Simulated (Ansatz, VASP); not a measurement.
# One calculation of KBr, two programs

```
CELL_PARAMETERS angstrom
3.98885 0.00000 0.00000
0.00000 3.98885 0.00000
0.00000 0.00000 3.98885
ATOMIC_POSITIONS crystal
Br 0.50000 0.50000 0.50000
K 0.00000 0.00000 0.00000
```

Change from the starting cell: volume scaled by 0.96.

Alike in both runs: task single point; functional PBE; k mesh 7 × 7 × 7; occupations fermi-dirac, width 0.05 eV; no spin polarisation.

|  | VASP | Ansatz |
| --- | --- | --- |
| version | VASP 6.6.1 | Ansatz 0.2.0 |
| potentials or method | VASP PAW PBE potentials, release 64 (Br, K_sv) | Ansatz PAW |
| plane-wave cutoff (eV) | 520 | 420 |
| valence electrons in the cell | 16 | 16 |

|  | VASP | Ansatz | Ansatz less VASP |
| --- | --- | --- | --- |
| gap on the k mesh at the Fermi level (eV) | 4.02 | 4.02 | +0.001 |
| least direct gap on the mesh (eV) | 4.27 | 4.27 | +0.001 |
| pressure (GPa) | 0.7 | 0.6 | -0.03 |

Caveats: an odd mesh through Γ misses points on the zone boundary, where band edges often lie (VASP); odd divisions of the mesh miss points on the zone boundary, where band edges often lie, so the gap on the mesh can be too wide (Ansatz).
